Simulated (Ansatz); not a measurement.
Crystal: MoP.

```
Mo P
1.0
     3.22300    0.00000    0.00000
    -1.61150    2.79120    0.00000
     0.00000    0.00000    3.19100
Mo P
1 1
Direct
  0.00000 0.00000 0.00000
  0.33333 0.66667 0.50000
```

Base run:

```yaml
Program: Ansatz 0.2.0
Functional: PBEsol
Potentials_or_basis: all-electron PAW datasets made for the crystal
Cutoff: 300 eV (chosen from the basis error)
k_mesh: 10 × 10 × 8
Occupations: fermi-dirac, width 0.05 eV
Spin: no spin polarisation
```

Its results: pressure -3.8 GPa.

**Question.** The run is repeated on the same cell with these changes: potentials or basis from all-electron PAW datasets made for the crystal to all-electron LAPW, non-relativistic; cutoff from 300 eV (chosen from the basis error) to 254 eV (chosen from the basis error). What comes out?

**Answer.** Pressure -1.7 GPa.

Caveats: relativity is left out, which matters for the heavier elements (some runs).

The runs don't all hold the same shells in valence.
